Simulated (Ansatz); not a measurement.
# AlN: the cost of one run

Computed with Ansatz 0.2.0 (DFT, PBE, plane-wave PAW, default files, scalar-relativistic, as far as a step names no other, unless a step's input says otherwise).

**1. The structure to begin with**

The structure is hexagonal, space group P6_3mc (No. 186). The conventional cell has a = 3.110 Å, b = 3.110 Å, c = 4.980 Å, α = 90.00°, β = 90.00°, γ = 120.00°. Al (site symmetry 3m) has 4 N at 1.89 to 1.90 Å as nearest neighbours. N (site symmetry 3m) is surrounded by 4 Al at 1.89 to 1.90 Å.

Structure file:

```
CELL_PARAMETERS angstrom
3.11000 0.00000 0.00000
-1.55500 2.69334 0.00000
0.00000 0.00000 4.98000
ATOMIC_POSITIONS crystal
Al 0.66667 0.33333 0.00000
Al 0.33333 0.66667 0.50000
N 0.66667 0.33333 0.38200
N 0.33333 0.66667 0.88200
```

The earlier run gave: gap on the mesh 4.20 eV, largest force 0.008 eV/Å, pressure 4.1 GPa.

Site by site (atoms counted from 1):

| site | atoms | first shell | V_zz (10²¹ V/m²) | η | C_Q (MHz) |
| --- | --- | --- | --- | --- | --- |
| Al | 1, 2 | 4 N at 1.89–1.90 Å; also 1 N at 3.08 Å | 0.51 | 0.00 | 1.79 (²⁷Al) |
| N | 3, 4 | 4 Al at 1.89–1.90 Å; also 1 Al at 3.08 Å | <0.01 | – | ≈0 (¹⁴N) |

V_zz is the principal component of the electric field gradient with the largest magnitude, η = (V_xx − V_yy)/V_zz and C_Q = eQV_zz/h. Q values from Pyykkö, Mol. Phys. 116, 1328 (2018).

**2. Z stretched by +3 %, ions relaxed**

File input.yaml:

```yaml
crystal:
  lattice:
    - [3.11, 0.0, 0.0]
    - [-1.555, 2.6933390058, 0.0]
    - [0.0, 0.0, 5.1294]
  atoms:
    - { symbol: Al, position: [0.6666666667, 0.3333333333, 0.0] }
    - { symbol: Al, position: [0.3333333333, 0.6666666667, 0.5] }
    - { symbol: "N", position: [0.6666666667, 0.3333333333, 0.382] }
    - { symbol: "N", position: [0.3333333333, 0.6666666667, 0.882] }
kpoints:
  mp_grid: { grid: [11, 11, 6] }
scf:
  occupations: { method: fermi_dirac, width: 0.02 }
hamiltonian:
  xc: pbe
  pseudopotentials: { kind: paw }
output:
  forces: true
  stress: true
  populations: true
  efg:
    quadrupole_moments_barn: { Al: 0.1466, "N": 0.02044 }
    contact_densities: true
  write_density: true
  write_potential: true
  elf: true
  volumetric_format: npy
relax:
  f_tol: 0.02
  max_steps: 60
```

On the command line:

```bash
> ansatz run input.yaml --threads 1 --pin off --max-ram 3072MiB --backend cpu --events-out ev --progress --plain --runs-dir out
```

Q: Estimate wall time and peak memory on 1 thread of Intel Xeon Platinum 8259CL at 2.50GHz (Skylake/Cascade Lake), shared host.

About 12 s, with a peak of 0.43 GiB.
